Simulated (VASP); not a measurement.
# CdS in VASP: one cell, several levels of theory

What does VASP give for rocksalt CdS, under +5.2 % equal strain in all directions, the cell held fixed? Runs: PBE, r2SCAN. The results are then set beside those of Ansatz 0.2.0 for the same cell. This is a trial cell built on a prototype, not taken from a measured structure, and it needn't be the compound's ground state.

Code: VASP 6.6.1. PAW datasets, plane waves. Spin-unpolarised throughout. Whether this structure exists isn't addressed.

### Step 1. The cell

The cell comes from an earlier relaxation with r2SCAN in another program.

The symmetry is Fm-3m (No. 225, cubic); conventional cell a = 5.740 Å, 23.64 Å³ an atom. Near Cd stand 6 S at 2.87 Å; near S stand 6 Cd at 2.87 Å.

Structure file:

Space group Fm-3m (No. 225). a = 5.740 Å, b = 5.740 Å, c = 5.740 Å, α = 90.00°, β = 90.00°, γ = 90.00°
```csv
atom,site,symmetry,x,y,z
Cd,4a,m-3m,0.0000,0.0000,0.0000
S,4b,m-3m,0.5000,0.0000,0.0000
```

### Step 2. PBE at this geometry

File INCAR:

```
ENCUT = 520.000000
SIGMA = 0.020000
EDIFF = 1.00e-07
GGA = PE
PREC = Accurate
IBRION = -1
ISIF = 2
ISMEAR = -1
NBANDS = 16
NELM = 120
NSW = 0
LASPH = .TRUE.
LCHARG = .TRUE.
LELF = .TRUE.
LWAVE = .FALSE.
LREAL = .FALSE.
```

File KPOINTS:

```
KPOINTS created by Atomic Simulation Environment
0
Gamma
8 8 8
0 0 0
```

File KPOINTS_OPT:

```
special points
8
Reciprocal
0.0000000000 0.0000000000 0.0000000000 1
0.5000000000 0.0000000000 0.5000000000 1
0.6250000000 0.2500000000 0.6250000000 1
0.3750000000 0.3750000000 0.7500000000 1
0.5000000000 0.5000000000 0.5000000000 1
0.5000000000 0.2500000000 0.7500000000 1
0.0000000000 0.1979170000 -0.2005210000 1
0.0000000000 0.5000000000 0.5000000000 1
```

File POSCAR:

```
Cd S
 1.0000000000000000
     0.0000000000000000    2.8699323128000001    2.8699323128000001
     2.8699323128000001    0.0000000000000000    2.8699323128000001
     2.8699323128000001    2.8699323128000001    0.0000000000000000
 Cd  S
   1   1
Cartesian
  0.0000000000000000  0.0000000000000000  0.0000000000000000
  2.8699323128000001  2.8699323128000001  2.8699323128000001
```

The run uses the recommended PBE PAW datasets (18 valence electrons a neutral cell).

The run is started by

```bash
$ mpirun -np 1 vasp_std
```

Printed to the terminal (iteration lines stand in OSZICAR):

```text
POSCAR found type information on POSCAR CdS
 POSCAR found :  2 types and       2 ions
 LDA part: xc-table for (Slater+PW92), standard interpolation
 POSCAR, INCAR and KPOINTS ok, starting setup
 FFT: planning ... GRIDC
 FFT: planning ... GRID_SOFT
 FFT: planning ... GRID
 WAVECAR not read
 entering main loop
 Start KPOINTS_OPT (optional k-point list driver)
k-point batch [1-8\8]
```

OSZICAR:

```text
N       E                     dE             d eps       ncg     rms          rms(c)
DAV:   1     0.107608108417E+03    0.10761E+03   -0.90002E+03   944   0.104E+03
DAV:   2    -0.220310964121E+01   -0.10981E+03   -0.10287E+03  1152   0.253E+02
DAV:   3    -0.636459887972E+01   -0.41615E+01   -0.41529E+01  1096   0.508E+01
DAV:   4    -0.638670184322E+01   -0.22103E-01   -0.22101E-01  1200   0.367E+00
DAV:   5    -0.638694737294E+01   -0.24553E-03   -0.24553E-03  1112   0.370E-01    0.553E+00
DAV:   6    -0.576954953135E+01    0.61740E+00   -0.10309E+00  1208   0.106E+01    0.494E+00
DAV:   7    -0.574809467617E+01    0.21455E-01   -0.13972E-01  1152   0.271E+00    0.268E+00
DAV:   8    -0.574577495396E+01    0.23197E-02   -0.13897E-02  1040   0.135E+00    0.187E-01
DAV:   9    -0.574569460078E+01    0.80353E-04   -0.99920E-04  1144   0.361E-01    0.758E-02
DAV:  10    -0.574579000229E+01   -0.95402E-04   -0.18393E-04  1104   0.123E-01    0.662E-02
DAV:  11    -0.574581209959E+01   -0.22097E-04   -0.28492E-05  1120   0.440E-02    0.106E-02
DAV:  12    -0.574581155932E+01    0.54027E-06   -0.20762E-06  1176   0.845E-03    0.282E-03
DAV:  13    -0.574581150515E+01    0.54171E-07   -0.24332E-07  1128   0.356E-03
   1 F= -.57458115E+01 E0= -.57457861E+01  d E =-.508156E-04
       N       E                     dE             ncg
DAV:   1     0.892233368095E+03   -0.38246E+04      264
DAV:   2     0.232323726130E+02   -0.86900E+03      296
DAV:   3    -0.840848374271E+01   -0.31641E+02      336
DAV:   4    -0.856446154783E+01   -0.15598E+00      304
DAV:   5    -0.856621936089E+01   -0.17578E-02      344
DAV:   6    -0.856624577915E+01   -0.26418E-04      320
DAV:   7    -0.856624628242E+01   -0.50327E-06      344
DAV:   8    -0.856624629191E+01   -0.94888E-08      248
```

The lines after F= are the extra pass for the points of KPOINTS_OPT, at fixed density; their E is not a total energy.

OUTCAR, selected sections:

```text
k-points           NKPTS =     29   k-points in BZ     NKDIM =     29   number of bands    NBANDS=     16

   NELECT =      18.0000    total number of electrons

   dimension x,y,z NGX =    30 NGY =   30 NGZ =   30
   dimension x,y,z NGXF=    60 NGYF=   60 NGZF=   60

  energy-cutoff  :      520.00
  volume of cell :       47.28
      direct lattice vectors                 reciprocal lattice vectors
     0.000000000  2.869932313  2.869932313    -0.174220137  0.174220137  0.174220137
     2.869932313  0.000000000  2.869932313     0.174220137 -0.174220137  0.174220137
     2.869932313  2.869932313  0.000000000     0.174220137  0.174220137 -0.174220137

 k-points in reciprocal lattice and weights: KPOINTS created by Atomic Simulation Env
   0.00000000  0.00000000  0.00000000       0.002
   0.12500000  0.00000000  0.00000000       0.016
   0.25000000  0.00000000  0.00000000       0.016
   0.37500000  0.00000000  0.00000000       0.016
   0.50000000  0.00000000  0.00000000       0.008
   0.12500000  0.12500000  0.00000000       0.012
   0.25000000  0.12500000  0.00000000       0.047
   0.37500000  0.12500000  0.00000000       0.047
[... 21 more k-points ...]

 E-fermi :   1.7452

 k-point     1 :       0.0000    0.0000    0.0000
  band No.  band energies     occupation
      1     -10.3024      2.00000
      2      -5.7995      2.00000
      3      -5.7995      2.00000
      4      -5.7995      2.00000
      5      -5.7963      2.00000
      6      -5.7963      2.00000
      7       1.1306      2.00000
      8       1.1306      2.00000
      9       1.1306      2.00000
     10       1.9423      0.00010
     11      10.7795      0.00000
     12      10.7795      0.00000
     13      10.7795      0.00000
     14      12.1002      0.00000
     15      12.1002      0.00000
     16      12.1002      0.00000

 k-point     2 :       0.1250    0.0000    0.0000
  band No.  band energies     occupation
      1     -10.2023      2.00000
      2      -5.8252      2.00000
      3      -5.8252      2.00000
      4      -5.8065      2.00000
      5      -5.7799      2.00000
      6      -5.7799      2.00000
      7      -0.0361      2.00000
      8       1.1922      2.00000
      9       1.1922      2.00000
     10       3.1293      0.00000
     11       9.5293      0.00000
     12      10.2734      0.00000
     13      10.2734      0.00000
     14      11.5328      0.00000
     15      11.5328      0.00000
     16      12.0471      0.00000

 k-point     3 :       0.2500    0.0000    0.0000
  band No.  band energies     occupation
      1      -9.9396      2.00000
      2      -5.8925      2.00000
      3      -5.8925      2.00000
      4      -5.8320      2.00000
      5      -5.7334      2.00000
      6      -5.7334      2.00000
      7      -1.3267      2.00000
      8       1.3503      2.00000
      9       1.3503      2.00000
     10       4.4051      0.00000
     11       8.1326      0.00000
     12       8.9086      0.00000
     13       8.9086      0.00000
     14      11.9396      0.00000
     15      12.2311      0.00000
     16      12.2311      0.00000

 k-point     4 :       0.3750    0.0000    0.0000
  band No.  band energies     occupation
      1      -9.6377      2.00000
      2      -5.9579      2.00000
      3      -5.9579      2.00000
      4      -5.8786      2.00000
      5      -5.6863      2.00000
      6      -5.6863      2.00000
      7      -2.2380      2.00000
      8       1.5256      1.99997
      9       1.5256      1.99997
     10       5.0854      0.00000
     11       7.4050      0.00000
     12       7.9149      0.00000
     13       7.9149      0.00000
     14      12.5079      0.00000
     15      13.4594      0.00000
     16      13.4594      0.00000

 k-point     5 :       0.5000    0.0000    0.0000
  band No.  band energies     occupation
      1      -9.4971      2.00000
      2      -5.9845      2.00000
      3      -5.9845      2.00000
      4      -5.9084      2.00000
      5      -5.6665      2.00000
      6      -5.6665      2.00000
      7      -2.5697      2.00000
      8       1.6050      1.99819
      9       1.6050      1.99819
     10       5.1974      0.00000
     11       7.2673      0.00000
     12       7.5556      0.00000
     13       7.5556      0.00000
     14      13.2726      0.00000
     15      14.3775      0.00000
     16      14.3775      0.00000

[... the tables of k-points 6 to 29 left out ...]

  Total       -1.9792795     -1.9792795     -1.9792795     -0.0000000     -0.0000000      0.0000000
  in kB      -67.0768643    -67.0768643    -67.0768643     -0.0000000     -0.0000000      0.0000000
  external PRESSURE =     -67.0768643 kB  Pullay stress =       0.0000000 kB

 POSITION                                       TOTAL-FORCE (eV/Angst)
 -----------------------------------------------------------------------------------
      0.00000      0.00000      0.00000        -0.000000      0.000000     -0.000000
      2.86993      2.86993      2.86993         0.000000     -0.000000      0.000000
 -----------------------------------------------------------------------------------
    total drift:                               -0.000000      0.000000      0.000000

  FREE ENERGIE OF THE ION-ELECTRON SYSTEM (eV)
  ---------------------------------------------------
  free  energy   TOTEN  =        -5.7458115051 eV

  energy  without entropy=       -5.7457606896  energy(sigma->0) =       -5.74578610
```

Hardware: 1 MPI rank of Intel Xeon 6975P-C, shared host.

The levels at the points of KPOINTS_OPT are read from vasprun.xml.

Near the gap, in eV above the top of the last filled band v; c is the band after it:

```
point    v−1      v     c   c+1
    Γ  -0.50  -0.50  0.31  9.15
    X  -1.63  -1.63  0.19  6.20
    U  -2.90  -1.07  1.92  6.42
    K  -2.90  -1.07  1.92  6.42
    L  -0.03  -0.03  3.57  5.64
    W  -2.54  -2.41  2.91  6.39
```

Gap with PBE: 0.19 eV, valence top at (0.00, 0.20, -0.20), conduction bottom at X. Least direct gap: 0.81 eV. The pressure is -6.71 GPa; the forces vanish within 0.01 eV/Å.

The maps below are laid out on this run's own conventional cell (a, b, c = 5.740, 5.740, 5.740 Å).

Density in a lattice plane of the grid's cell (edges 5.74 and 5.74 Å, at 0.000 of the third edge), which holds Cd and S.

Ten even steps from ' ' (-0.25 e/Å³) to '@' (10.01 e/Å³):
```
##**--..          ......  ......          ..--**
----..              ..........              ..--
....                                          ..
                                                
                                                
                                                
                      ......                    
......              ..------..              ....
  ......          ..--**##**--..          ......
    ....          ::==%%@@%%==::          ....  
  ......          ..--**##**--..          ......
......              ..------..              ....
                      ......                    
                                                
                                                
                                                
....                                          ..
----..              ..........              ..--
##**--..          ......  ......          ..--**
@@%%==::          ....      ....          ::==%%
```
Columns run along the first of these edges and rows up along the second, over one cell in 24 and 20 even steps from the bottom left corner. Atoms in the plane (fractional): Cd at (0.00, 0.00), Cd at (0.50, 0.50), S at (0.00, 0.50), S at (0.50, 0.00).

ELF in the same plane.

Ten even steps from ' ' (0.00) to '@' (0.86):
```
    ..::::..::##@@@@@@##++##@@@@@@##::..::::..  
....::::....::**%%@@@@@@@@@@@@@@%%**::....::::..
::::::........==##%%@@@@@@@@@@%%##==........::::
..........  ..::==**##%%%%%%##**==::..  ........
--::::::..      ..::::::--::::::..      ..::::::
%%%%##**==::..  ..................  ..::==**##%%
@@@@@@%%##==........::::::::::........==##%%@@@@
@@@@@@@@%%**::....::::......::::....::**%%@@@@@@
++##@@@@@@##::..::::..      ..::::..::##@@@@@@##
::==%%@@@@##--..::::    ..    ::::..--##@@@@%%==
++##@@@@@@##::..::::..      ..::::..::##@@@@@@##
@@@@@@@@%%**::....::::......::::....::**%%@@@@@@
@@@@@@%%##==........::::::::::........==##%%@@@@
%%%%##**==::..  ..................  ..::==**##%%
--::::::..      ..::::::--::::::..      ..::::::
..........  ..::==**##%%%%%%##**==::..  ........
::::::........==##%%@@@@@@@@@@%%##==........::::
....::::....::**%%@@@@@@@@@@@@@@%%**::....::::..
    ..::::..::##@@@@@@##++##@@@@@@##::..::::..  
..    ::::..--##@@@@%%==::==%%@@@@##--..::::    
```
Columns run along the first of these edges and rows up along the second, over one cell in 24 and 20 even steps from the bottom left corner. Atoms in the plane (fractional): Cd at (0.00, 0.00), Cd at (0.50, 0.50), S at (0.00, 0.50), S at (0.50, 0.00).

Both are smooth fields of the valence electrons: close to the nuclei they are not physical.

Outside the cores ELF peaks at 0.86 in the shell around S, 0.9 Å from S.

(Part 1 of 2 ends here.)
